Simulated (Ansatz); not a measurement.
Input for Ansatz (plane-wave DFT, PAW):

```yaml
crystal:
  lattice:
    - [3.5393750144, 0.0, 0.0]
    - [0.0, 3.5393750144, 0.0]
    - [0.0, 0.0, 10.2002901456]
  atoms:
    - { symbol: Na, position: [0.0, 0.0, 0.5] }
    - { symbol: Na, position: [0.5, 0.5, 0.8480273881] }
    - { symbol: Na, position: [0.5, 0.5, 0.1519726119] }
    - { symbol: Cl, position: [0.0, 0.0, 0.0] }
basis:
  ecutwfc: 500
kpoints:
  mp_grid: { grid: [12, 12, 6] }
hamiltonian:
  xc: r2scan
scf:
  occupations: { method: gaussian, width: 0.1 }
output:
  forces: true
  stress: true
  eigenvalues: true
```

Run as
```bash
ansatz run input.yaml --threads 1 --pin off --max-ram 1331MiB --backend cpu --events-out ev --progress --plain --runs-dir out
```

Computed with Ansatz 0.2.0, DFT r2SCAN, scalar-relativistic, plane waves, PAW.

Part of what the program printed, abridged:

```
Pseudopotentials: kind: paw
Pseudopotential: Na, paw, valence charge 9, recommended cutoff 500 eV (meta_gga)
Pseudopotential: Cl, paw, valence charge 7, recommended cutoff 500 eV (meta_gga)
Functional definition: r2SCAN
Crystal: 4 atoms, lattice volume = 127.781 Å³
Basis set: ecut = 500 eV, 3277 PW (Γ), exchange–correlation on 108×108×300 points (64 copies of the dense FFT grid, shifted against one another)
Bands: 21, of which v1, the nominal top of the filled ones, is band 17 counted from 1 (16 counted from 0)
Symmetry: 16 space group operations
Space group: P4/mmm (ITA 123), of the structure as read, at distance tolerance 5.0e-5 Å
k-points: 112 of 864
Initial density: superposition of atomic densities (neutral atoms: chi_scale 0, normalization atom), corrected by the library's trained network
Initial wavefunctions: pseudopotential atomic-orbital guess
Functional: x = r2scan, c = r2scan; τ floored in thin density (d = 2e-4 eV/Å³)
SCF iter   1: F=—  HF=-5552.907660 eV  |F-HF|=—  |Δ(HF+E_count)|=         —  Δρ=7.08e-3  dr2=7.54e-2  dr2_τ=1.18e-3  ethr=1.77e-3  ⟨swp⟩=5.7  Hψ=10292  notcnv=0
SCF iter   2: F=—  HF=-5552.900515 eV  |F-HF|=—  |Δ(HF+E_count)|=   7.15e-3  Δρ=2.88e-3  dr2=3.81e-2  dr2_τ=9.64e-4  ethr=2.22e-4  ⟨swp⟩=3.0  Hψ=5557  notcnv=0  defer=28
SCF iter   3: F=—  HF=-5552.899040 eV  |F-HF|=—  |Δ(HF+E_count)|=   1.47e-3  Δρ=1.27e-3  dr2=2.25e-2  dr2_τ=5.49e-5  ethr=1.12e-4  ⟨swp⟩=1.0  Hψ=2324  notcnv=0  defer=28
SCF iter   4: F=—  HF=-5552.893106 eV  |F-HF|=—  |Δ(HF+E_count)|=   5.93e-3  Δρ=8.45e-4  dr2=4.37e-3  dr2_τ=5.45e-5  ethr=6.63e-5  ⟨swp⟩=1.4  Hψ=2407  notcnv=0  defer=28
SCF iter   5: F=—  HF=-5552.892140 eV  |F-HF|=—  |Δ(HF+E_count)|=   9.66e-4  Δρ=4.30e-4  dr2=6.53e-4  dr2_τ=4.02e-6  ethr=1.28e-5  ⟨swp⟩=1.9  Hψ=4144  notcnv=0  defer=28
SCF iter   6: F=—  HF=-5552.892055 eV  |F-HF|=—  |Δ(HF+E_count)|=   8.57e-5  Δρ=1.92e-4  dr2=1.33e-4  dr2_τ=1.32e-6  ethr=1.92e-6  ⟨swp⟩=2.4  Hψ=3675  notcnv=0  defer=28
SCF iter   7: F=—  HF=-5552.892069 eV  |F-HF|=—  |Δ(HF+E_count)|=   1.40e-5  Δρ=6.20e-5  dr2=1.03e-5  dr2_τ=1.41e-7  ethr=3.91e-7  ⟨swp⟩=2.7  Hψ=3570  notcnv=0  defer=28
SCF iter   8: F=—  HF=-5552.892076 eV  |F-HF|=—  |Δ(HF+E_count)|=   6.79e-6  Δρ=1.86e-5  dr2=7.24e-7  dr2_τ=1.99e-8  ethr=3.02e-8  ⟨swp⟩=2.3  Hψ=3187  notcnv=0  defer=24
SCF iter   9: F=—  HF=-5552.892076 eV  |F-HF|=—  |Δ(HF+E_count)|=   2.97e-7  Δρ=4.80e-6  dr2=1.13e-7  dr2_τ=6.43e-10  ethr=2.13e-9  ⟨swp⟩=2.5  Hψ=3318  notcnv=0  defer=24
SCF iter  10: F=-5552.892076 eV  HF=-5552.892076 eV  |F-HF|=1.99e-9  |Δ(HF+E_count)|=   9.84e-9  Δρ=1.58e-6  dr2=9.13e-9  dr2_τ=2.68e-10  ethr=2.94e-10  ⟨swp⟩=6.1  Hψ=8521  notcnv=0
the search or the solves at the SCF's close seem to have found levels that the self-consistency loop had missed (the run counts 1). By its estimate they hold under 1e-12 electrons; where the run keeps them, the occupations were computed again with them
SCF 1 converged in 10 iterations: F = -5552.892076 eV  dr2 = 9.13e-9
SCF converged after 10 iterations
Free energy (F): -5552.892076 eV
Harris-Foulkes:  -5552.892076 eV  (|F-HF|=1.99e-9)
Internal energy: -5552.887563 eV  (E = F + TS)
E sigma→0 (E₀):  -5552.889820 eV
Entropy (-TS):   -0.004512 eV (-1.128 meV/atom)
Fermi energy:    3.128134 eV
--- Per-component energies (eV) ---
  E_band       = -788.996463
  E_kinetic    = 522.594057
  E_local      = -4987.776918  (includes V_loc(G=0)·N_el)
  E_nonlocal   = 375.808699
  E_hartree    = 1865.549447
  E_xc         = -212.917002
  E_vxc        = -298.418526  (∫ρ·V_xc dr)
  E_paw        = -1469.794906  (= ΣΔE_a)
  E_vpaw       = -154.177286  (= ΣTr[D̂ρ^β])
  E_aug_tail   = 0.000039  (compensation charges beyond the density's cutoff)
  E_vtau       = 21.873328  (kinetic-family band-sum trace: ∫τ·v_τ [+ j·A + Jᵃ·Aᵃ] dr)
  E_ewald      = -1646.135770
  E_core_change = -0.215209  (= ΣΔE_core)
  E_smearing   = -0.004512  (= −TS)
--- Forces (eV/Å), atoms counted from 1 ---
  atom   1  Na     0.00000000     0.00000000     0.00000000
  atom   2  Na     0.00000000     0.00000000    -0.44499409
  atom   3  Na     0.00000000     0.00000000     0.44499409
  atom   4  Cl     0.00000000     0.00000000     0.00000000
--- Stress (GPa, compression-positive) ---
       -0.206160       0.000000       0.000000
        0.000000      -0.206160       0.000000
        0.000000       0.000000      -0.281243
  P = ⅓ Tr σ = -0.2312 GPa (-2.312 kbar)
--- Band table (eV; the first three rows and the last of 112) ---
  k-point 0: bands = ["-53.4778", "-53.4744", "-52.4858", "-23.9184", "-23.8765", "-23.8765", "-23.8702", "-23.8702", "-23.8596", "-22.8845", "-22.8845", "-22.8795", "-15.6026", "-3.7044", "-2.3347", "-2.3347", "0.3844", "2.2303", "3.4934", "5.9886", "7.8306"]
  k-point 1: bands = ["-53.4778", "-53.4744", "-52.4858", "-23.9184", "-23.8765", "-23.8765", "-23.8702", "-23.8702", "-23.8596", "-22.8845", "-22.8845", "-22.8795", "-15.6026", "-3.7053", "-2.3347", "-2.3347", "0.4351", "2.0112", "3.7835", "5.8716", "7.8314"]
  k-point 2: bands = ["-53.4778", "-53.4744", "-52.4858", "-23.9184", "-23.8765", "-23.8765", "-23.8702", "-23.8702", "-23.8596", "-22.8845", "-22.8845", "-22.8795", "-15.6026", "-3.7071", "-2.3347", "-2.3347", "0.5626", "1.6563", "4.3619", "5.5219", "7.8328"]
  k-point 111: bands = ["-53.4755", "-53.4721", "-52.4832", "-23.9061", "-23.9043", "-23.9043", "-23.8959", "-23.8959", "-23.8539", "-22.9124", "-22.9124", "-22.8729", "-15.0476", "-3.9830", "-3.9830", "-2.8378", "5.0729", "6.0084", "6.0084", "6.6749", "7.4979"]
```

Self-consistency was reached.